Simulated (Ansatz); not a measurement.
Which way does PbF2 + MgI2 ⇌ PbI2 + MgF2 run?

Plane-wave DFT in Ansatz with scalar-relativistic PAW potentials, cutoff 420 eV, Γ-centred meshes chosen by cell and gap, Gaussian smearing with energies taken to zero width. Every cell was relaxed (cell and atoms) in a run of its own, within the symmetry of its start. Functional: PBEsol.

Total energies hold large constants for each element; a whole number of eV per atom of each element is taken off below, which cancels in a balanced reaction.

| compound | lowest structure computed | structures tried | V (Å³/atom) | gap on mesh (eV) | E (eV per formula unit, common shift removed) |
| --- | --- | --- | --- | --- | --- |
| PbF2 | Fm-3m | 2 | 17.10 | 4.31 | -6.2372 |
| MgI2 | P-3m1 | 1 | 34.60 | 3.55 | -3.8270 |
| PbI2 | P-3m1 | 3 | 42.13 | 2.15 | -2.3590 |
| MgF2 | P4_2/mnm | 2 | 10.99 | 6.89 | -9.9461 |

Problem. Work out the reaction energy at 0 K.

Solution. ΔE = E(PbI2) + E(MgF2) − E(PbF2) − E(MgI2) = -2.241 eV, or -216 kJ per mole of reaction (-373 meV/atom). The right side is lower: Pb takes I and Mg takes F. Pauling's electronegativities (Mg 1.31, Pb 1.87; F 3.98, I 2.66) would pair Mg with F, the most ionic bond; the result follows that. All four are computed as solids; where they are solids at ordinary conditions entropy changes little. A lower structure that wasn't tried would shift the value, and mixed crystals may lie lower than either side.

Spin-orbit coupling is left out, which matters for the bands of heavy elements. The gap is read on a mesh, which can miss the band edges, so it can be too wide. Each cell of MgI2, PbI2 holds layers, and where no dispersion correction was added their binding is poorly described. For Tl, Pb and Bi spin-orbit coupling shifts energies too.